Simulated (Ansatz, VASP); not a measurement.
**One calculation of Ge, two programs**

```xyz
1
Lattice="2.4334 0.0000 0.0000 0.0000 2.4334 0.0000 0.0000 0.0000 2.4334" Properties=species:S:1:pos:R:3 pbc="T T T"
Ge    0.0000    0.0000    0.0000
```

Change from the starting cell: volume scaled by 0.78, LAPW.

Alike in both runs: task single point; functional LDA; k mesh 15 × 15 × 15; occupations fermi-dirac, width 0.08 eV; no spin polarisation.

|  | VASP | Ansatz |
| --- | --- | --- |
| version | VASP 6.6.1 | Ansatz 0.2.0 |
| potentials or method | VASP PAW LDA potentials, release 64 (Ge_d), cutoff 520 eV | all-electron LAPW, scalar-relativistic |

Ansatz gave:

| Item | Value |
| --- | --- |
| pressure (GPa) | 36.6 |

**Question.** What did VASP give for the same quantities?

**Answer.** Pressure (GPa): 37.0.

Ansatz ran all-electron here, so the differences hold the error of VASP's frozen core and of both bases.

Caveats: so large a pressure means that the cell lies far from this level's equilibrium, or that cutoff or potentials fall short (VASP).
